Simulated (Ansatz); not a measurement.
# V: straining the crystal, equal strain of all cell vectors

The task here is to estimate one member of a computed series from the others.

This is V in the fcc structure; at room conditions it is bcc.

Computed with Ansatz 0.2.0 (DFT PBE, scalar-relativistic, plane waves, PAW, unless a step's input says otherwise).

2 further runs of the same task are left out: 2 set aside as unsound or not needed.

## The structure to begin with

The structure is cubic, space group Fm-3m (No. 225). Conventional cell: a = 3.817 Å, b = 3.817 Å, c = 3.817 Å, α = 90.00°, β = 90.00°, γ = 90.00°. V (site symmetry m-3m) has 12 V at 2.70 Å as nearest neighbours.

As a file:

```
CELL_PARAMETERS angstrom
1.90828 1.90828 0.00000
-1.90828 1.90828 0.00000
0.00000 0.00000 3.81656
ATOMIC_POSITIONS crystal
V 0.00000 0.00000 0.00000
V 0.50000 0.50000 0.50000
```

Set-up of the first run:

File input.yaml:

```yaml
crystal:
  lattice:
    - [1.9082783539, 1.9082783539, 0.0]
    - [-1.9082783539, 1.9082783539, 0.0]
    - [0.0, 0.0, 3.8165567077]
  atoms:
    - { symbol: V, position: [0.0, 0.0, 0.0] }
    - { symbol: V, position: [0.5, 0.5, 0.5] }
basis:
  ecutwfc: 420
kpoints:
  mp_grid: { grid: [16, 16, 12] }
hamiltonian:
  xc: pbe
scf:
  occupations: { method: gaussian, width: 0.1 }
output:
  forces: true
  stress: true
  eigenvalues: true
```

Started as:

```bash
> ansatz run input.yaml --threads 1 --pin off --max-ram 1331MiB --backend cpu --events-out ev --progress --plain --runs-dir out
```

Among the steps run: The unstrained reference; Strain -2.0 %; At +2.0 %; At -4.0 %; At +4.0 %; Strain -6.0 %; The cell strained by +6.0 %.

One table of the session follows, with a row left open; its other results are not shown here.

It belongs to the step «Energy and stress against strain (a metal throughout)». Lengths are those of the vectors of the cell that was run; stresses in GPa:

```
strain (%)  ΔE (meV/atom)  a (Å)  b (Å)  c (Å)
      -6.0          294.4  2.537  2.537  3.588
      -4.0              ?      ?      ?      ?
      -2.0           29.1  2.645  2.645  3.740
      +0.0            0.0  2.699  2.699  3.817
      +2.0           26.1  2.753  2.753  3.893
      +4.0           98.6  2.807  2.807  3.969
      +6.0          209.6  2.861  2.861  4.046
```

**Question.** Estimate the row for strain (%) = -4.0.

Worked estimate for «ΔE (meV/atom)». A straight line through the neighbours (-6.0, 294.4) and (-2.0, 29.1) gives 294.4 + (29.1 − 294.4) × (-4.0 + 6.0) / (-2.0 + 6.0) = 161.8; a parabola fitted to 3 rows on both sides gives 127.2.

**Answer.** ΔE (meV/atom): 123.5; a (Å): 2.591; b (Å): 2.591; c (Å): 3.664. In «ΔE (meV/atom)» the line misses by +38.3 and the parabola by +3.7.

ΔE is over the unstrained cell. Stress in GPa, positive in compression, on the Cartesian axes of the input. 
